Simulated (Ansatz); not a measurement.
# Au(100) / 1 layer Pd(100) / Au(100): resistance against film thickness, part 2 of 2

How does the resistance across the layers grow with the film in Au(100) / 1 layer Pd(100) / Au(100)?

Ansatz 0.2.0; Ansatz plane-wave DFT, PBE, PAW files; ballistic transport by layer matching (Landauer), zero bias; PAW set soft_1.

So far. Step 2 (With 1 layer): The lead's potential steps by 5.2 meV from period to period, small in itself. The program estimates the junction's conductance to 3.4 % from the k-mesh, 0.6 % from the leads' distance from neutral and 0.5 % from their steps.

### 3. With 3 layers, film layers 3

The stack now holds 3 film layers; the k-mesh follows the cell, and the energies span -0.27 to 0.27 eV.

System of this step: Au(100) / 3 layers Pd(100) / Au(100). The cell holds 12 atoms: 9 Au and 3 Pd. Cell: a = 2.884 Å, b = 2.884 Å, c = 23.660 Å, α = 90.0°, β = 90.0°, γ = 90.0°. It derives from Au and Pd. Regions: lead, 9 atoms (9 Au); films, 3 atoms (3 Pd). The structure is stacked along c, and the current runs across the ab planes.

File input.yaml:

```yaml
crystal:
  lattice:
    - [2.8837582304, 0.0, 0.0]
    - [0.0, 2.8837582304, 0.0]
    - [0.0, 0.0, 23.6600574256]
  atoms:
    - { symbol: Au, position: [0.0, 0.0, 0.0430921397] }
    - { symbol: Au, position: [0.5, 0.5, 0.1292764191] }
    - { symbol: Au, position: [0.0, 0.0, 0.2154606985] }
    - { symbol: Au, position: [0.5, 0.5, 0.3016449779] }
    - { symbol: Pd, position: [0.0, 0.0, 0.3821273652] }
    - { symbol: Pd, position: [0.5, 0.5, 0.4569078603] }
    - { symbol: Pd, position: [0.0, 0.0, 0.5316883554] }
    - { symbol: Au, position: [0.5, 0.5, 0.6121707427] }
    - { symbol: Au, position: [0.0, 0.0, 0.6983550221] }
    - { symbol: Au, position: [0.5, 0.5, 0.7845393015] }
    - { symbol: Au, position: [0.0, 0.0, 0.8707235809] }
    - { symbol: Au, position: [0.5, 0.5, 0.9569078603] }
kpoints:
  mp_grid: { grid: [13, 13, 2] }
hamiltonian:
  xc: pbe
  pseudopotentials: { kind: paw, azcp: { folder: soft_1 } }
scf:
  occupations: { method: fermi_dirac, width: 0.1 }
output:
  transmission:
    leads: [[0, 1]]
    kmesh: [26, 26]
    e_range: [-0.27, 0.27]
    de: 0.036
  write_potential: true
  write_density: true
  volumetric_format: npy
```

Command:

```sh
$ ansatz run input.yaml --threads 4 --pin off --max-ram 8192MiB --backend cpu --events-out ev --progress --plain --runs-dir out
```

Numbers of over 12 decimals in the logs are rounded to 6 here.

The log of the run:

```text
[...]
Crystal: 12 atoms, lattice volume = 196.758 Å³
Basis set: ecut = 420 eV, 3827 PW (Γ)
Bands: 135, of which v1, the nominal top of the filled ones, is band 113 counted from 1 (112 counted from 0)
Symmetry: 16 space group operations
[...]
k-points: 56 of 338
[...]
--- Transmission ---
  basis      : 69 plane waves across, 34 finite elements along
  points     : 105, standing for a mesh of 26 x 26
[...]
filled         : 32.0 meV over the level at which it is neutral
    channels       : 9.423077e-1 a spin
[...]
slowest decay  : 0.0186 /Å at (0.5000, 0.2308)
  junction   : crystal 0 to crystal 0, -0.70 to 20.92 Å
    transmission   : 6.964280e-1 a spin
[...]
resistance     : 4.8594e-4 Ω µm² beyond half of each lead's own
[key lines of the parts left out:]
SCF converged after 12 iterations
Free energy (F): -139279.616193 eV
Fermi energy:    20.452221 eV
```

The job ended after 33 s (4 threads of AMD EPYC 9B45 (Zen 5), shared host; peak memory 1.5 GiB; 2 min of CPU time).

Numbers from this step:

```
free energy                                                                : -139279.6162 eV
energy at zero smearing                                                    : -139279.4961 eV
Fermi energy                                                               : 20.45 eV
step of the lead's potential                                               : 7.2 meV
ballistic conductance of the lead                                          : 8.83e14 S/m²
estimated errors of the lead's conductance                                 : 0, 5, 0.5 % (band edges, k-mesh, distance from neutral)
lead conductance per cell                                                  : 0.9480 G₀
conductance of the junction                                                : 6.18e14 S/m²
junction conductance per cell                                              : 0.6633 G₀
estimated errors of the junction's conductance                             : 0, 0, 3.3, 2.7, 5.8 % (energy step, band edges, k-mesh, leads' steps, distance from neutral)
area resistance that the stack adds (contact term taken off, spin by spin) : 0.4859 fΩ m²
```

Per spin. Transmission, zone mean against energy, zero at the Fermi level:

| energy (eV) | transmission, zone mean |
| --- | --- |
| -0.270 | 0.535 |
| -0.234 | 0.545 |
| -0.198 | 0.555 |
| -0.162 | 0.552 |
| -0.126 | 0.553 |
| -0.090 | 0.528 |
| -0.054 | 0.582 |
| -0.018 | 0.660 |
| 0.018 | 0.696 |
| 0.054 | 0.709 |
| 0.090 | 0.716 |
| 0.126 | 0.721 |
| 0.162 | 0.725 |
| 0.198 | 0.729 |
| 0.234 | 0.732 |
| 0.270 | 0.734 |

The conductance of the junction is 6.2e14 S/m², 18 % under the 7.5e14 S/m² of the last finished run.

### 4. With 5 layers, k-mesh 13×13×1, film layers 5

The stack now holds 5 film layers; the k-mesh follows the cell, and the energies span -0.27 to 0.27 eV.

System of this step: Au(100) / 5 layers Pd(100) / Au(100). The cell holds 14 atoms: 9 Au and 5 Pd. Its edges and angles: a = 2.884 Å, b = 2.884 Å, c = 27.199 Å, α = 90.0°, β = 90.0°, γ = 90.0°. It derives from Au and Pd. Regions: lead, 9 atoms (9 Au); films, 5 atoms (5 Pd). The structure is stacked along c, and the current runs across the ab planes.

input.yaml, the sections that differ from step 3:

```yaml
crystal:
  lattice:
    - [2.8837582304, 0.0, 0.0]
    - [0.0, 2.8837582304, 0.0]
    - [0.0, 0.0, 27.1986790427]
  atoms:
    - { symbol: Au, position: [0.0, 0.0, 0.0374857359] }
    - { symbol: Au, position: [0.5, 0.5, 0.1124572078] }
    - { symbol: Au, position: [0.0, 0.0, 0.1874286796] }
    - { symbol: Au, position: [0.5, 0.5, 0.2624001514] }
    - { symbol: Pd, position: [0.0, 0.0, 0.3324115627] }
    - { symbol: Pd, position: [0.5, 0.5, 0.3974629134] }
    - { symbol: Pd, position: [0.0, 0.0, 0.4625142641] }
    - { symbol: Pd, position: [0.5, 0.5, 0.5275656148] }
    - { symbol: Pd, position: [0.0, 0.0, 0.5926169654] }
    - { symbol: Au, position: [0.5, 0.5, 0.6626283767] }
    - { symbol: Au, position: [0.0, 0.0, 0.7375998486] }
    - { symbol: Au, position: [0.5, 0.5, 0.8125713204] }
    - { symbol: Au, position: [0.0, 0.0, 0.8875427922] }
    - { symbol: Au, position: [0.5, 0.5, 0.9625142641] }
kpoints:
  mp_grid: { grid: [13, 13, 1] }
# hamiltonian, scf, output: as in step 3
```

The log of the run:

```text
[...]
Crystal: 14 atoms, lattice volume = 226.186 Å³
Basis set: ecut = 420 eV, 4407 PW (Γ)
Bands: 157, of which v1, the nominal top of the filled ones, is band 131 counted from 1 (130 counted from 0)
Symmetry: 16 space group operations
[...]
k-points: 28 of 169
[...]
--- Transmission ---
  basis      : 69 plane waves across, 42 finite elements along
  points     : 105, standing for a mesh of 26 x 26
[...]
filled         : 21.1 meV over the level at which it is neutral
    channels       : 9.423077e-1 a spin
[...]
slowest decay  : 0.0337 /Å at (0.4615, 0.4231)
  junction   : crystal 0 to crystal 0, -0.70 to 24.46 Å
    transmission   : 6.161353e-1 a spin
[...]
resistance     : 6.1463e-4 Ω µm² beyond half of each lead's own
[key lines of the parts left out:]
SCF converged after 12 iterations
Free energy (F): -153225.410299 eV
Fermi energy:    20.353189 eV
```

Wall time 35 s (4 threads); peak memory 1.4 GiB.

This step gave:

- free energy: -153225.4103 eV
- energy at zero smearing: -153225.2419 eV
- Fermi energy: 20.35 eV
- step of the lead's potential: 7.7 meV
- ballistic conductance of the lead: 8.81e14 S/m²
- estimated errors of the lead's conductance: 0, 5.1, 0.3 % (band edges, k-mesh, distance from neutral)
- lead conductance per cell: 0.9461 G₀
- conductance of the junction: 5.72e14 S/m²
- junction conductance per cell: 0.6136 G₀
- estimated errors of the junction's conductance: 0.1, 0, 4.8, 3.5, 0.2 % (energy step, band edges, k-mesh, leads' steps, distance from neutral)
- area resistance that the stack adds (contact term taken off, spin by spin): 0.6146 fΩ m²

Per spin. The transmission, zone mean by energy, zero at the Fermi level:

| energy (eV) | transmission, zone mean |
| --- | --- |
| -0.270 | 0.674 |
| -0.234 | 0.648 |
| -0.198 | 0.616 |
| -0.162 | 0.608 |
| -0.126 | 0.632 |
| -0.090 | 0.633 |
| -0.054 | 0.613 |
| -0.018 | 0.619 |
| 0.018 | 0.616 |
| 0.054 | 0.612 |
| 0.090 | 0.629 |
| 0.126 | 0.665 |
| 0.162 | 0.678 |
| 0.198 | 0.693 |
| 0.234 | 0.698 |
| 0.270 | 0.702 |

The conductance of the junction is 5.7e14 S/m², 7.5 % under the 6.2e14 S/m² of the last finished run, no more than the error estimates, leads' steps apart, of 5.8 and 4.8 % together.

### 5. With 7 layers, k-mesh 13×13×1, film layers 7

The stack now holds 7 film layers; the k-mesh follows the cell, and the energies span -0.27 to 0.27 eV.

System of this step: Au(100) / 7 layers Pd(100) / Au(100). The cell holds 16 atoms: 9 Au and 7 Pd. Cell: a = 2.884 Å, b = 2.884 Å, c = 30.737 Å, α = 90.0°, β = 90.0°, γ = 90.0°. It derives from Au and Pd. Regions: lead, 9 atoms (9 Au); films, 7 atoms (7 Pd). The structure is stacked along c, and the current runs across the ab planes.

input.yaml, the sections that differ from step 4:

```yaml
crystal:
  lattice:
    - [2.8837582304, 0.0, 0.0]
    - [0.0, 2.8837582304, 0.0]
    - [0.0, 0.0, 30.7373006598]
  atoms:
    - { symbol: Au, position: [0.0, 0.0, 0.0331702029] }
    - { symbol: Au, position: [0.5, 0.5, 0.0995106088] }
    - { symbol: Au, position: [0.0, 0.0, 0.1658510146] }
    - { symbol: Au, position: [0.5, 0.5, 0.2321914204] }
    - { symbol: Pd, position: [0.0, 0.0, 0.294142791] }
    - { symbol: Pd, position: [0.5, 0.5, 0.3517051264] }
    - { symbol: Pd, position: [0.0, 0.0, 0.4092674617] }
    - { symbol: Pd, position: [0.5, 0.5, 0.4668297971] }
    - { symbol: Pd, position: [0.0, 0.0, 0.5243921324] }
    - { symbol: Pd, position: [0.5, 0.5, 0.5819544678] }
    - { symbol: Pd, position: [0.0, 0.0, 0.6395168032] }
    - { symbol: Au, position: [0.5, 0.5, 0.7014681737] }
    - { symbol: Au, position: [0.0, 0.0, 0.7678085796] }
    - { symbol: Au, position: [0.5, 0.5, 0.8341489854] }
    - { symbol: Au, position: [0.0, 0.0, 0.9004893912] }
    - { symbol: Au, position: [0.5, 0.5, 0.9668297971] }
# kpoints, hamiltonian, scf, output: as in step 4
```

The log of the run:

```text
[...]
Crystal: 16 atoms, lattice volume = 255.613 Å³
Basis set: ecut = 420 eV, 4987 PW (Γ)
Bands: 179, of which v1, the nominal top of the filled ones, is band 149 counted from 1 (148 counted from 0)
Symmetry: 16 space group operations
[...]
k-points: 28 of 169
[...]
--- Transmission ---
  basis      : 69 plane waves across, 44 finite elements along
  points     : 105, standing for a mesh of 26 x 26
[...]
filled         : 17.3 meV over the level at which it is neutral
    channels       : 9.423077e-1 a spin
[...]
slowest decay  : 0.0361 /Å at (0.4615, 0.4231)
  junction   : crystal 0 to crystal 0, -0.70 to 28.00 Å
    transmission   : 6.265418e-1 a spin
[...]
resistance     : 6.1780e-4 Ω µm² beyond half of each lead's own
[key lines of the parts left out:]
SCF converged after 13 iterations
Free energy (F): -167171.223685 eV
Fermi energy:    20.275611 eV
```

The job ended after 45 s (4 threads; peak memory 1.7 GiB).

This step gave:

```yaml
free_energy: -167171.2237 eV
energy_at_zero_smearing: -167171.0082 eV
fermi_energy: 20.28 eV
step_of_the_lead_s_potential: 7.4 meV
estimated_errors_of_the_lead_s_conductance: 0, 5.1, 0.2 % (band edges, k-mesh, distance from neutral)
lead_conductance_per_cell: 0.9455 G₀
conductance_of_the_junction: 5.70e14 S/m²
junction_conductance_per_cell: 0.6122 G₀
estimated_errors_of_the_junction_s_conductance: 0.2, 0, 4.2, 2.8, 0.6 % (energy step, band edges, k-mesh, leads' steps, distance from neutral)
area_resistance_that_the_stack_adds_contact_term_taken_off_spin_by_spin: 0.6178 fΩ m²
```

Per spin. The transmission, zone mean by energy, zero at the Fermi level:

| energy (eV) | transmission, zone mean |
| --- | --- |
| -0.270 | 0.628 |
| -0.234 | 0.626 |
| -0.198 | 0.568 |
| -0.162 | 0.576 |
| -0.126 | 0.587 |
| -0.090 | 0.582 |
| -0.054 | 0.609 |
| -0.018 | 0.599 |
| 0.018 | 0.627 |
| 0.054 | 0.623 |
| 0.090 | 0.628 |
| 0.126 | 0.640 |
| 0.162 | 0.657 |
| 0.198 | 0.671 |
| 0.234 | 0.675 |
| 0.270 | 0.677 |

The conductance of the junction is 5.7e14 S/m², 0.22 % under the 5.7e14 S/m² of the last finished run, within the error estimates, leads' steps apart, of 4.8 and 4.2 %.

### 6. With 9 layers, k-mesh 13×13×1, film layers 9

The stack now holds 9 film layers; the k-mesh follows the cell, and the energies span -0.27 to 0.27 eV.

System of this step: Au(100) / 9 layers Pd(100) / Au(100). The cell holds 18 atoms: 9 Au and 9 Pd. Its edges and angles: a = 2.884 Å, b = 2.884 Å, c = 34.276 Å, α = 90.0°, β = 90.0°, γ = 90.0°. It derives from Au and Pd. Regions: lead, 9 atoms (9 Au); films, 9 atoms (9 Pd). The structure is stacked along c, and the current runs across the ab planes.

input.yaml, the sections that differ from step 5:

```yaml
crystal:
  lattice:
    - [2.8837582304, 0.0, 0.0]
    - [0.0, 2.8837582304, 0.0]
    - [0.0, 0.0, 34.2759222768]
  atoms:
    - { symbol: Au, position: [0.0, 0.0, 0.029745735] }
    - { symbol: Au, position: [0.5, 0.5, 0.0892372049] }
    - { symbol: Au, position: [0.0, 0.0, 0.1487286749] }
    - { symbol: Au, position: [0.5, 0.5, 0.2082201448] }
    - { symbol: Pd, position: [0.0, 0.0, 0.2637757004] }
    - { symbol: Pd, position: [0.5, 0.5, 0.3153953415] }
    - { symbol: Pd, position: [0.0, 0.0, 0.3670149827] }
    - { symbol: Pd, position: [0.5, 0.5, 0.4186346239] }
    - { symbol: Pd, position: [0.0, 0.0, 0.470254265] }
    - { symbol: Pd, position: [0.5, 0.5, 0.5218739062] }
    - { symbol: Pd, position: [0.0, 0.0, 0.5734935474] }
    - { symbol: Pd, position: [0.5, 0.5, 0.6251131885] }
    - { symbol: Pd, position: [0.0, 0.0, 0.6767328297] }
    - { symbol: Au, position: [0.5, 0.5, 0.7322883852] }
    - { symbol: Au, position: [0.0, 0.0, 0.7917798552] }
    - { symbol: Au, position: [0.5, 0.5, 0.8512713251] }
    - { symbol: Au, position: [0.0, 0.0, 0.9107627951] }
    - { symbol: Au, position: [0.5, 0.5, 0.970254265] }
# kpoints, hamiltonian, scf, output: as in step 5
```

The log of the run:

```text
[...]
Crystal: 18 atoms, lattice volume = 285.041 Å³
Basis set: ecut = 420 eV, 5543 PW (Γ)
Bands: 200, of which v1, the nominal top of the filled ones, is band 167 counted from 1 (166 counted from 0)
Symmetry: 16 space group operations
[...]
k-points: 28 of 169
[...]
--- Transmission ---
  basis      : 69 plane waves across, 53 finite elements along
  points     : 105, standing for a mesh of 26 x 26
[...]
filled         : 27.5 meV over the level at which it is neutral
    channels       : 9.423077e-1 a spin
[...]
slowest decay  : 0.0299 /Å at (0.4615, 0.4231)
  junction   : crystal 0 to crystal 0, -0.70 to 31.54 Å
    transmission   : 5.654473e-1 a spin
[...]
resistance     : 6.6712e-4 Ω µm² beyond half of each lead's own
[key lines of the parts left out:]
SCF converged after 13 iterations
Free energy (F): -181117.023600 eV
Fermi energy:    20.225384 eV
```

Wall time 51 s (4 threads); peak memory 2 GiB.

This step gave:

```
free energy                                                                : -181117.0236 eV
energy at zero smearing                                                    : -181116.7521 eV
Fermi energy                                                               : 20.23 eV
step of the lead's potential                                               : 7.3 meV
ballistic conductance of the lead                                          : 8.82e14 S/m²
estimated errors of the lead's conductance                                 : 0, 5, 0.4 % (band edges, k-mesh, distance from neutral)
lead conductance per cell                                                  : 0.9471 G₀
conductance of the junction                                                : 5.55e14 S/m²
junction conductance per cell                                              : 0.5962 G₀
estimated errors of the junction's conductance                             : 0.2, 0, 5.3, 3.6, 0.5 % (energy step, band edges, k-mesh, leads' steps, distance from neutral)
area resistance that the stack adds (contact term taken off, spin by spin) : 0.6671 fΩ m²
```

Per spin. Transmission, zone mean against energy, zero at the Fermi level:

| energy (eV) | transmission, zone mean |
| --- | --- |
| -0.270 | 0.605 |
| -0.234 | 0.586 |
| -0.198 | 0.579 |
| -0.162 | 0.586 |
| -0.126 | 0.589 |
| -0.090 | 0.607 |
| -0.054 | 0.602 |
| -0.018 | 0.603 |
| 0.018 | 0.565 |
| 0.054 | 0.614 |
| 0.090 | 0.616 |
| 0.126 | 0.640 |
| 0.162 | 0.656 |
| 0.198 | 0.647 |
| 0.234 | 0.658 |
| 0.270 | 0.661 |

The conductance of the junction is 5.6e14 S/m², 2.6 % under the 5.7e14 S/m² of the last finished run, within the error estimates, leads' steps apart, of 4.2 and 5.3 %.

### 7. Cost and result by level

Times are for 4 threads of AMD EPYC 9B45 (Zen 5), shared host. The runs compared:

| no. | film layers | area resistance that the stack adds (contact term taken off, spin by spin) (fΩ m²) | conductance of the junction (S/m²) | time | memory (GiB) |
| --- | --- | --- | --- | --- | --- |
| 1 | 1 | 0.1941 | 7.53e14 | 53 s | 1.2 |
| 2 | 3 | 0.4859 | 6.18e14 | 33 s | 1.5 |
| 3 | 5 | 0.6146 | 5.72e14 | 35 s | 1.4 |
| 4 | 7 | 0.6178 | 5.70e14 | 45 s | 1.7 |
| 5 | 9 | 0.6671 | 5.55e14 | 51 s | 2.0 |

### 8. With 3 layers

The same run once more with an input made wrong on purpose.

This step: Ansatz plane-wave DFT, PBE, PAW files; ballistic transport by layer matching (Landauer), zero bias; changed: output.transmission.leads = [[0, 15]], scf.max_iter = 80 (Ansatz 0.2.0).

System of this step: Au(100) / 3 layers Pd(100) / Au(100). The cell holds 12 atoms: 9 Au and 3 Pd. Its edges and angles: a = 2.884 Å, b = 2.884 Å, c = 23.660 Å, α = 90.0°, β = 90.0°, γ = 90.0°. It derives from Au and Pd. Regions: lead, 9 atoms (9 Au); films, 3 atoms (3 Pd). The structure is stacked along c, and the current runs across the ab planes.

File input.yaml:

```yaml
crystal:
  lattice:
    - [2.8837582304, 0.0, 0.0]
    - [0.0, 2.8837582304, 0.0]
    - [0.0, 0.0, 23.6600574256]
  atoms:
    - { symbol: Au, position: [0.0, 0.0, 0.0430921397] }
    - { symbol: Au, position: [0.5, 0.5, 0.1292764191] }
    - { symbol: Au, position: [0.0, 0.0, 0.2154606985] }
    - { symbol: Au, position: [0.5, 0.5, 0.3016449779] }
    - { symbol: Pd, position: [0.0, 0.0, 0.3821273652] }
    - { symbol: Pd, position: [0.5, 0.5, 0.4569078603] }
    - { symbol: Pd, position: [0.0, 0.0, 0.5316883554] }
    - { symbol: Au, position: [0.5, 0.5, 0.6121707427] }
    - { symbol: Au, position: [0.0, 0.0, 0.6983550221] }
    - { symbol: Au, position: [0.5, 0.5, 0.7845393015] }
    - { symbol: Au, position: [0.0, 0.0, 0.8707235809] }
    - { symbol: Au, position: [0.5, 0.5, 0.9569078603] }
kpoints:
  mp_grid: { grid: [13, 13, 2] }
hamiltonian:
  xc: pbe
  pseudopotentials: { kind: paw, azcp: { folder: soft_1 } }
scf:
  occupations: { method: fermi_dirac, width: 0.1 }
  max_iter: 80
output:
  transmission:
    leads: [[0, 15]]
    kmesh: [26, 26]
    e_range: [-0.27, 0.27]
    de: 0.036
  write_potential: true
  write_density: true
  volumetric_format: npy
```

The log of the run:

```text
Error: inconsistent input (output.transmission.leads, crystal): the lead [0, 15] names a site that the cell does not have: it has 12, counted from 0.
List the leads and leave barriers out. Name each by two sites of one ion a step apart, counted from 0. A search, which can't tell a lead from a barrier or a film with its gap, finds:
  [10, 11]  Au1, period 2.0391 Å from a height of 20.92 Å
  [4, 5]  Pd1, period 1.7693 Å from a height of 9.23 Å
```

It took 0.04 s on 4 threads; peak memory 0.13 GiB.

The program refused the input before any cycle.

The program's message: “Error: inconsistent input (output.transmission.leads, crystal): the lead [0, 15] names a site that the cell does not have: it has 12, counted from 0.”

The change that led to it: output.transmission.leads = [[0, 15]].

### 9. What came out

```json
{
 "area resistance, 1 layer": "0.194 fΩ m²",
 "area resistance, 3 layers": "0.486 fΩ m²",
 "area resistance, 5 layers": "0.615 fΩ m²",
 "area resistance, 7 layers": "0.618 fΩ m²",
 "area resistance, 9 layers": "0.667 fΩ m²"
}
```

**Reading.** The stack adds 0.19 fΩ m² with 1 layer and 0.67 fΩ m² with 9. From 3 to 9 layers it grows by 37 %, though no single step exceeds the two runs' error estimates together; nothing scatters inside a perfect film, so this is no ohmic growth. Atoms sit on ideal sites and aren't relaxed. Spin-orbit coupling is left out, which matters for Au. Pd(100) is stretched by 4.8 % in plane to fit Au(100).

[Logs are printed without paths, hosts, clocks, repeated set-up lines and the standing remarks that a program may print on its own settings, such as how far it seeks lower states.]

[Hosts, paths, dates, database ids (printed as entryN), source tags and the programs' standing remarks are cut or masked in the printed files.]
